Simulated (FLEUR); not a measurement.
Sb:

```
CELL_PARAMETERS angstrom
2.15420 1.24373 3.75800
-2.15420 1.24373 3.75800
0.00000 -2.48746 3.75800
ATOMIC_POSITIONS crystal
Sb 0.76651 0.76651 0.76651
Sb 0.23349 0.23349 0.23349
```

- Program: FLEUR MaX-R8.1 (later development tree)
- Task: single point
- Functional: PBE
- Potentials or basis: all-electron
- Basis: FLAPW
- Kmax: 4.1 1/bohr
- k mesh: 8 × 8 × 8
- Occupations: fermi-dirac, width 0.05 eV
- Spin: no spin polarisation
- Gmax: 12.7 1/bohr
- Muffin-tin radii: Sb 2.47 bohr
- lmax: Sb 10
- Local orbitals a species: Sb 6
- Max iterations: 60
- Mixing factor: 0.05
- Mixer: Anderson
- Mixer history: 15
- Density convergence: 1e-05 me/bohr^3

On this cell: largest force 0.161 eV/Å; band gap on the k mesh none (metal or under the smearing width).

The same run follows on a disturbed copy (atoms moved at random, drawn with an rms of 0.05 Å):

```xyz
2
Lattice="2.1542 1.2437 3.7580 -2.1542 1.2437 3.7580 0.0000 -2.4875 3.7580" Properties=species:S:1:pos:R:3 pbc="T T T"
Sb    0.0271   -0.0085    8.5965
Sb    0.0487    0.0409    2.6298
```

Question: What changes?

Answer: The energy (extrapolated to zero smearing) moves by +0.2 meV/atom; largest force 0.107 eV/Å; band gap on the k mesh none (metal or under the smearing width).

Forces on the atoms (eV/Å):
```
Sb   0.053  0.091  0.017
Sb  -0.053 -0.091 -0.017
```
